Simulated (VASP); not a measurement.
# BP: relaxation of cell and atoms with PBEsol

Crystal: BP.

```
CELL_PARAMETERS angstrom
0.00000 2.26900 2.26900
2.26900 0.00000 2.26900
2.26900 2.26900 0.00000
ATOMIC_POSITIONS crystal
B 0.00000 0.00000 0.00000
P 0.25000 0.25000 0.25000
```

* Program: VASP 6.6.1
* Task: relaxation of cell and atoms
* Functional: PBEsol
* Potentials or basis: VASP PAW PBE potentials, release 64 (B, P)
* Cutoff: 600 eV
* k mesh: 10 × 10 × 10
* Occupations: gaussian, width 0.03 eV
* Spin: no spin polarisation
* Further INCAR settings: ALGO = Normal; EDIFF = 1e-06; IBRION = 2; EDIFFG = -0.01; NSW = 90; ISIF = 3

```yaml
Relaxed_volume: 11.55 Å³/atom
Relaxed_cell: a = 3.197 Å, b = 3.197 Å, c = 3.197 Å, α = 60.00°, β = 60.00°, γ = 60.00°
Space_group_after_relaxing_to_0.05_Å: F-43m (No. 216)
Energy_gained_by_relaxing: 0.8 meV/atom
Ionic_steps: 3
Pressure_after_relaxing: 0.0 GPa
Band_gap_on_the_k_mesh: 1.12 eV, indirect (least direct gap 3.37 eV)
```

The path:
| step | energy change (eV) | largest force (eV/Å) | pressure (GPa) | volume (Å³) |
| --- | --- | --- | --- | --- |
| 1 | 0.0000 | 0.0000 | -1.85 | 23.36 |
| 2 | -0.0006 | 0.0000 | 1.45 | 22.91 |
| 3 | -0.0015 | 0.0000 | 0.00 | 23.10 |

Final structure:
```
B P
1.0
     0.00000    2.26055    2.26055
     2.26055    0.00000    2.26055
     2.26055    2.26055    0.00000
B P
1 1
Direct
  0.00000 0.00000 0.00000
  0.25000 0.25000 0.25000
```

Levels at points of the mesh, in eV from the valence-band top:
| k point | band 2 | band 3 | band 4 | band 5 | band 6 | band 7 |
| --- | --- | --- | --- | --- | --- | --- |
| (0.00, 0.00, 0.00) | 0.00 | 0.00 | 0.00 | 3.37 | 3.37 | 3.37 |
| (0.50, 0.00, 0.00) | -9.18 | -1.78 | -1.78 | 3.80 | 4.66 | 4.66 |
| (0.50, 0.50, 0.00) | -8.66 | -4.19 | -4.19 | 1.20 | 1.51 | 12.20 |

Wall time 8.3 s on 4 MPI ranks on Intel(R) Xeon(R) Platinum 8488C (Sapphire Rapids), on a shared host, peak memory 0.14 GiB a rank.

Caveat: the PAW data sets were made with another functional, which shifts forces and pressure a little. A k mesh can miss the band edges.
